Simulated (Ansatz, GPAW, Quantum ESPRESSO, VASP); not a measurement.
**Mg: 5 runs at one level of theory**

```
CELL_PARAMETERS angstrom
3.20930 0.00000 0.00000
-1.60465 2.77934 0.00000
0.00000 0.00000 5.21030
ATOMIC_POSITIONS crystal
Mg 0.66667 0.33333 0.75000
Mg 0.33333 0.66667 0.25000
```

Alike in all runs: task band structure; functional PBE; k mesh 10 × 10 × 5; occupations fermi-dirac, width 0.05 eV; no spin polarisation; no spin-orbit coupling. Pressure is positive in compression and, in plane waves, holds the error of the finite cutoff, which Ansatz's Pulay term estimates and takes out.

```
                                program and potentials  plane-wave cutoff (eV)                                    notes  pressure (GPa)
                                    Ansatz, Ansatz PAW                     420  10 valence electrons an atom on average           -0.37
    Quantum ESPRESSO, PseudoDojo 0.4.1 SR PBE standard                    1143  10 valence electrons an atom on average           -0.34
                     VASP, PBE PAW files Mg_pv, 520 eV                     520   8 valence electrons an atom on average           -0.50
            GPAW, GPAW PAW data sets (gpaw-data 1.2.1)                     800  10 valence electrons an atom on average           -0.45
Ansatz, Ansatz PAW (files of its older set among them)                     760  10 valence electrons an atom on average           -0.39
```

The pressure spans -0.50 (VASP, PBE PAW files Mg_pv, 520 eV) to -0.34 GPa (Quantum ESPRESSO, PseudoDojo 0.4.1 SR PBE standard).

The functional is the same throughout but for its coding, so the spread measures potentials, basis and numerics; runs on potential files found faulty are left out.
